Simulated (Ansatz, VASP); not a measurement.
**Two plane-wave programs on NaCl**

File POSCAR:

```
NaCl
1.0
    0.0000000000      3.0872727775      3.2663345986
    3.0872727775      0.0000000000      3.2663345986
    3.0872727775      3.0872727775      0.0000000000
Na Cl
1 1
Direct
    0.0000000000      0.0000000000      0.0000000000
    0.2500000000      0.2500000000      0.2500000000
```

Contents of INCAR.step1:

```
  ALGO = Normal
  EDIFF = 1E-4
  ENCUT = 520
  GGA = PE
  ISMEAR = 0
  LASPH = True
  LCHARG = False
  LREAL = False
  LWAVE = True
  NBANDS = 14
  NELM = 80
  PREC = Accurate
  SIGMA = 0.01
```

The input INCAR.step2:

```
  ALGO = Normal
  EDIFF = 1E-7
  ENCUT = 520
  ISIF = 2
  ISMEAR = 0
  ISTART = 1
  LASPH = True
  LCHARG = False
  LMIXTAU = True
  LREAL = False
  LWAVE = False
  METAGGA = R2SCAN
  NBANDS = 14
  NELM = 80
  PREC = Accurate
  SIGMA = 0.01
```

File KPOINTS:

```
k-points
0
Gamma
  8 8 8
```

Input for Ansatz:

```yaml
crystal:
  lattice:
    - [0.0, 3.0872727775, 3.2663345986]
    - [3.0872727775, 0.0, 3.2663345986]
    - [3.0872727775, 3.0872727775, 0.0]
  atoms:
    - { symbol: Na, position: [0.0, 0.0, 0.0] }
    - { symbol: Cl, position: [0.25, 0.25, 0.25] }
kpoints:
  mp_grid: { grid: [8, 8, 8] }
  band_path:
    path:
      - [0.0, 0.0, 0.0]
      - [-0.5, -0.5, 0.0]
      - [-0.375, -0.375, 0.25]
      - [-0.375, 0.0, 0.375]
      - [0.0, 0.0, 0.5]
      - [-0.5, -0.25, 0.25]
    npoints: 1
hamiltonian:
  xc: r2scan
scf:
  occupations: { method: fixed }
  n_extra_bands: 4
output:
  forces: true
  stress: true
  eigenvalues: true
```

Change from the starting cell: uniaxial_z strain +5.8%.

Alike in both runs: task single point; functional r2SCAN; k mesh 8 × 8 × 8; no spin polarisation.

```csv
,VASP,Ansatz
version,VASP 6.6.1,Ansatz 0.2.0
potentials or method,"VASP PAW PBE potentials, release 64 (Na_pv, Cl)","plane waves, PAW"
plane-wave cutoff (eV),520,500
occupations,"gaussian, width 0.01 eV",fixed
valence electrons in the cell,14,16
```

Ansatz gave:

| Quantity | Value |
| --- | --- |
| gap on the k mesh at the Fermi level (eV) | 5.39 |
| pressure (GPa) | -0.9 |
| largest component of the traceless stress (GPa) | 0.17 |

What did VASP give for the same quantities?

gap on the k mesh at the Fermi level (eV): 5.41; pressure (GPa): -1.0; largest component of the traceless stress (GPa): 0.17.

The two sets of potentials don't hold the same shells in valence.

Caveats: the PAW data sets were made with another functional, which shifts forces and pressure a little (VASP). A k mesh can miss the band edges.
